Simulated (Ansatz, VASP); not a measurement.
**La in VASP and in Ansatz**

```
La
1.0
     3.31667    0.00000    0.00000
     0.00000    3.31667    0.00000
     0.00000    0.00000    3.31667
La
1
Direct
  0.00000 0.00000 0.00000
```

Alike in both runs: functional PBE; k mesh 11 × 11 × 11; occupations fermi-dirac, width 0.08 eV; no spin polarisation.

Ansatz relaxed the structure, and its values are those at the end. VASP's run is a single point on that final structure, the one shown.

|  | VASP | Ansatz |
| --- | --- | --- |
| version | VASP 6.6.1 | Ansatz 0.2.0 |
| potentials or method | VASP PAW PBE potentials, release 64 (La) | PAW with Ansatz's default frozen-core files, scalar-relativistic |
| plane-wave cutoff (eV) | 520 | 420 |
| valence electrons in the cell | 11 | 11 |

```csv
,VASP,Ansatz,Ansatz less VASP
pressure (GPa),0.2,0.2,-0.01
```

The runs have no spin-orbit coupling, so splittings on La are missing.
